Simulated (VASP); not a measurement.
# CdO (Fm-3m) in VASP: relaxation of cell and atoms with PBE

Aim: the relaxation of cell and atoms of CdO with PBE.

All numbers are computed with VASP 6.6.1; they aren't measurements. Logs are shortened: lines on timing, memory, paths and dates and some standing lists are left out, and cuts for length are marked.

### Step 1. Starting point

It takes space group Fm-3m (No. 225, cubic). The conventional cell has a = 4.699 Å, b = 4.699 Å, c = 4.699 Å, α = 90.00°, β = 90.00°, γ = 90.00°. Cd (site symmetry m-3m) has 6 O at 2.35 Å as nearest neighbours. O (site symmetry m-3m) has 6 Cd at 2.35 Å as nearest neighbours.

### Step 2. Relaxation of cell and atoms, PBE

INCAR

```
SYSTEM = CdO
ALGO = Normal ; EDIFF = 1E-7
EDIFFG = -0.004 ; ENCUT = 600
GGA = PE ; IBRION = 2
ISIF = 3 ; ISMEAR = 0
LASPH = .TRUE. ; LCHARG = .FALSE.
LREAL = .FALSE. ; LWAVE = .FALSE.
NELM = 80 ; NSW = 80
PREC = Accurate ; SIGMA = 0.1
```

KPOINTS

```
k-points
0
G
  16 16 16
  0 0 0
```

POSCAR

```
CdO
1.0
    0.0000000000      2.3495000000      2.3495000000
    2.3495000000      0.0000000000      2.3495000000
    2.3495000000      2.3495000000      0.0000000000
Cd O
1 1
Direct
    0.0000000000      0.0000000000      0.0000000000
    0.5000000000      0.5000000000      0.5000000000
```

Potentials or basis: VASP PAW PBE potentials, release 64 (Cd, O).

The run is started by

```console
> cat potpaw_PBE.64/Cd/POTCAR potpaw_PBE.64/O/POTCAR > POTCAR
> mpirun -np 1 vasp_std > vasp.out
```

OUTCAR:

```text
SYSTEM = CdO
   EDIFF = 1E-7
   EDIFFG = -0.004
   ENCUT = 600
   GGA = PE
   IBRION = 2
   ISIF = 3
   ISMEAR = 0
   LASPH = .TRUE.
   LREAL = .FALSE.
   NELM = 80
   NSW = 80
   PREC = Accurate

 ion  position               nearest neighbor table
   1  0.000  0.000  0.000-   2 2.35   2 2.35   2 2.35   2 2.35   2 2.35   2 2.35
   2  0.500  0.500  0.500-   1 2.35   1 2.35   1 2.35   1 2.35   1 2.35   1 2.35

  LATTYP: Found a face centered cubic cell.
 ALAT       =     4.6990000000

  Lattice vectors:

 A1 = (   0.0000000000,   2.3495000000,   2.3495000000)
 A2 = (   2.3495000000,   0.0000000000,   2.3495000000)
 A3 = (   2.3495000000,   2.3495000000,   0.0000000000)

Analysis of symmetry for initial positions (statically):
=====================================================================
 Subroutine PRICEL returns:
 Original cell was already a primitive cell.

 Routine SETGRP: Setting up the symmetry group for a
 face centered cubic supercell.

 Subroutine GETGRP returns: Found 48 space group operations
 (whereof 48 operations were pure point group operations)
 out of a pool of 48 trial point group operations.

The static configuration has the point symmetry O_h .

Analysis of symmetry for dynamics (positions and initial velocities):
=====================================================================
 Subroutine PRICEL returns:
 Original cell was already a primitive cell.

 Routine SETGRP: Setting up the symmetry group for a
 face centered cubic supercell.

 Subroutine GETGRP returns: Found 48 space group operations
 (whereof 48 operations were pure point group operations)
 out of a pool of 48 trial point group operations.

The dynamic configuration has the point symmetry O_h .

 Subroutine INISYM returns: Found 48 space group operations
 (whereof 48 operations are pure point group operations),
 and found     1 'primitive' translations

----------------------------------------------------------------------------------------

                                     Primitive cell

  volume of cell :      25.9392

  direct lattice vectors                    reciprocal lattice vectors
     0.000000000  2.349500000  2.349500000    -0.212811236  0.212811236  0.212811236
     2.349500000  0.000000000  2.349500000     0.212811236 -0.212811236  0.212811236
     2.349500000  2.349500000  0.000000000     0.212811236  0.212811236 -0.212811236

  length of vectors
     3.322694765  3.322694765  3.322694765     0.368599874  0.368599874  0.368599874

  position of ions in fractional coordinates (direct lattice)
     0.000000000  0.000000000  0.000000000
     0.500000000  0.500000000  0.500000000

  ion indices of the primitive-cell ions
   primitive index   ion index
                 1           1
                 2           2

----------------------------------------------------------------------------------------

 KPOINTS: k-points

Automatic generation of k-mesh.
 Grid dimensions read from file:
 generate k-points for:   16   16   16

 Generating k-lattice:

  Cartesian coordinates                     Fractional coordinates (reciprocal lattice)
    -0.013300702  0.013300702  0.013300702     0.062500000  0.000000000  0.000000000
     0.013300702 -0.013300702  0.013300702     0.000000000  0.062500000  0.000000000
     0.013300702  0.013300702 -0.013300702     0.000000000  0.000000000  0.062500000

  Length of vectors
     0.023037492  0.023037492  0.023037492

  Shift w.r.t. Gamma in fractional coordinates (k-lattice)
     0.000000000  0.000000000  0.000000000

 Subroutine IBZKPT returns following result:
 ===========================================

 Found    145 irreducible k-points:

 Following reciprocal coordinates:
            Coordinates               Weight
  0.000000  0.000000  0.000000      1.000000
  0.062500  0.000000  0.000000      8.000000
  0.125000  0.000000  0.000000      8.000000
  0.187500  0.000000  0.000000      8.000000
  0.250000  0.000000  0.000000      8.000000
  0.312500  0.000000  0.000000      8.000000
[... 16 lines left out ...]
 -0.125000  0.062500  0.000000     24.000000
 -0.062500  0.062500  0.000000     12.000000
 [... further k-points ...]
   k-points           NKPTS =    145   k-points in BZ     NKDIM =    145   number of bands    NBANDS=     13
   number of dos      NEDOS =    301   number of ions     NIONS =      2
   total plane-waves  NPLWV =  21952
   dimension x,y,z NGX =    28 NGY =   28 NGZ =   28
   dimension x,y,z NGXF=    56 NGYF=   56 NGZF=   56
   ions per type =               1   1
   NGX,Y,Z   is equivalent  to a cutoff of  14.01, 14.01, 14.01 a.u.
   NGXF,Y,Z  is equivalent  to a cutoff of  28.02, 28.02, 28.02 a.u.
 SYSTEM =  CdO
   PREC   = accura    normal or accurate (medium, high low for compatibility)
   ISTART =      0    job   : 0-new  1-cont  2-samecut
   ICHARG =      2    charge: 1-file 2-atom 10-const
   ISPIN  =      1    spin polarized calculation?
   LNONCOLLINEAR =      F non collinear calculations
   LSORBIT =      F    spin-orbit coupling
   LASPH  =      T    aspherical Exc in radial PAW
   ENCUT  =  600.0 eV  44.10 Ry    6.64 a.u.   6.64  6.64  6.64*2*pi/ulx,y,z
   NELM   =     80;   NELMIN=  2; NELMDL= -5     # of ELM steps
   EDIFF  = 0.1E-06   stopping-criterion for ELM
   LREAL  =      F    real-space projection
   EDIFFG = -.4E-02   stopping-criterion for IOM
   NSW    =     80    number of steps for IOM
   IBRION =      2    ionic relax: 0-MD 1-quasi-New 2-CG
   NFREE  =      1    steps in history (QN), initial steepest desc. (CG)
   ISIF   =      3    stress and relaxation
   ISYM   =      2    0-nonsym 1-usesym 2-fastsym
   POTIM  = 0.5000    time-step for ionic-motion
   TEBEG  =    0.0;   TEEND  =   0.0 temperature during run
   PSTRESS=    0.0 pullay stress
   NELECT =      18.0000    total number of electrons
   NUPDOWN=      -1.0000    fix difference up-down
   EMIN   =  10.00;   EMAX   =-10.00  energy-range for DOS
   EFERMI =   0.00;   METHOD = LEGACY
   ISMEAR =     0;   SIGMA  =   0.10  broadening in eV -4-tet -1-fermi 0-gaus
   EFERMI_NEDOS =   21; number of points for ismear=-14 and -15
   IALGO  =     38    algorithm
   IMIX   =      4    mixing-type and parameters
     AMIX     =   0.40;   BMIX     =  1.00
     AMIX_MAG =   1.60;   BMIX_MAG =  1.00
  volume/ion in A,a.u.               =      12.97        87.52
  Fermi-wavevector in a.u.,A,eV,Ry     =   1.449373  2.738918 28.581522  2.100683
  Thomas-Fermi vector in A             =   2.567107
   LORBIT       =      0    0 simple, 1 ext, 2 COOP (PROOUT), +10 PAW based schemes
   GGA     = PE    functional components
   LHFCALC =     F    Hartree Fock is set to
   AEXX    =    0.0000 exact exchange contribution
   IVDW    =     0    specifies the selected vdW correction
   LEPSILON=     F    determine dielectric tensor
   LRPA    =     F    only Hartree local field effects (RPA)
 conjugate gradient relaxation of ions
 non-spin polarized calculation
 Gauss-broadening in eV      SIGMA  =   0.10
  energy-cutoff  :      600.00
  volume of cell :       25.94
 maximum number of plane-waves:       893
   NGX = 13   NGY = 13   NGZ = 13

--------------------------------------- Ionic step        1  -------------------------------------------

 number of electron      18.0000002 magnetization

 Free energy of the ion-electron system (eV)
  ---------------------------------------------------
  ext. energy  EPLUGINS =         0.00000000
  ---------------------------------------------------
  free energy    TOTEN  =        -7.69790415 eV

  energy without entropy =       -7.69745578  energy(sigma->0) =       -7.69767997

------------------------ aborting loop because EDIFF is reached ----------------------------------------

  FORCE on cell =-STRESS in cart. coord.  units (eV):
  Direction    XX          YY          ZZ          XY          YZ          ZX
  --------------------------------------------------------------------------------------
  -------------------------------------------------------------------------------------
  Total        1.1929788      1.1929788      1.1929788      0.0000000      0.0000000      0.0000000
  in kB       73.6863363     73.6863363     73.6863363      0.0000000      0.0000000      0.0000000
  external PRESSURE =      73.6863363 kB  Pullay stress =       0.0000000 kB
[... 57 lines left out ...]
  energy  without entropy=       -7.7158800780  energy(sigma->0) =       -7.71621732

--------------------------------------- Ionic step        3  -------------------------------------------

 number of electron      17.9999994 magnetization

 Free energy of the ion-electron system (eV)
  ---------------------------------------------------
  ext. energy  EPLUGINS =         0.00000000
  ---------------------------------------------------
  free energy    TOTEN  =        -7.72801115 eV

  energy without entropy =       -7.72741020  energy(sigma->0) =       -7.72771067

 E-fermi :   1.6470     XC(G=0): -11.4090

 val. band max:        1.6131269259   @ k =   0.0625   0.0000   0.0000
 cond. band min:       1.7828714171   @ k =   0.0625   0.0625   0.0000
 fundamental gap:      0.1697444911
 Fermi energy:         1.6469529824

 k-point     1 :       0.0000    0.0000    0.0000
  band No.  band energies     occupation
      1     -15.4384      2.00000
      2      -5.0592      2.00000
      3      -5.0592      2.00000
      4      -5.0592      2.00000
      5      -4.7856      2.00000
      6      -4.7856      2.00000
      7       0.4203      2.00000
      8       0.4203      2.00000
      9       0.4203      2.00000
     10       1.0389      2.00000
     11      16.4697      0.00000
     12      18.2384      0.00000
     13      18.2384      0.00000
[... 353 lines left out ...]
 k-point    24 :      -0.0625    0.0625    0.0000
  band No.  band energies     occupation
      1     -15.3751      2.00000
      2      -5.0885      2.00000
      3      -5.0489      2.00000
      4      -5.0334      2.00000
      5      -4.8913      2.00000
      6      -4.7994      2.00000
      7      -0.4740      2.00000
      8       0.3928      2.00000
      9       0.6084      2.00000
     10       2.1538      0.00000
     11      15.1783      0.00000
     12      16.3788      0.00000
     13      18.0386      0.00000

 [... further k-points ...]

------------------------ aborting loop because EDIFF is reached ----------------------------------------

  FORCE on cell =-STRESS in cart. coord.  units (eV):
  Direction    XX          YY          ZZ          XY          YZ          ZX
  --------------------------------------------------------------------------------------
  -------------------------------------------------------------------------------------
  Total       -0.0008857     -0.0008857     -0.0008857      0.0000000      0.0000000     -0.0000000
  in kB       -0.0519430     -0.0519430     -0.0519430      0.0000000      0.0000000     -0.0000000
  external PRESSURE =      -0.0519430 kB  Pullay stress =       0.0000000 kB
[... 17 lines left out ...]
  FREE ENERGIE OF THE ION-ELECTRON SYSTEM (eV)
  ---------------------------------------------------
  free  energy   TOTEN  =        -7.7280111472 eV

  energy  without entropy=       -7.7274102007  energy(sigma->0) =       -7.72771067

 reached required accuracy - stopping structural energy minimisation
```

Run time: 95 s. Hardware: 1 thread of Intel Xeon Platinum 8488C (Sapphire Rapids), shared host; peak memory 0.21 GiB.

Results:

```
Free energy                            : -7.7280 eV
Relaxed volume                         : 13.66 Å³/atom
Relaxed cell                           : a = 3.381 Å, b = 3.381 Å, c = 3.381 Å, α = 60.00°, β = 60.00°, γ = 60.00°
Space group after relaxing (to 0.05 Å) : Fm-3m (No. 225)
Energy gained by relaxing              : 15.1 meV/atom
Ionic steps                            : 3
Pressure after relaxing                : 0.0 GPa
Band gap on the k mesh                 : none (metal or under the smearing width)
```

The path:
```tsv
step	energy change (eV)	largest force (eV/Å)	pressure (GPa)	volume (Å³)
1	0.0000	0.0000	7.37	25.94
2	-0.0187	0.0000	-3.83	28.24
3	-0.0301	0.0000	-0.01	27.32
```

Final structure:
```
CELL_PARAMETERS angstrom
0.00000 2.39045 2.39045
2.39045 0.00000 2.39045
2.39045 2.39045 0.00000
ATOMIC_POSITIONS crystal
Cd 0.00000 0.00000 0.00000
O 0.50000 0.50000 0.50000
```

Caveat: this crystal is a semiconductor, whose small gap the functional closes, so the metal is an error of the method. Zero-point motion and thermal expansion aren't in these numbers.
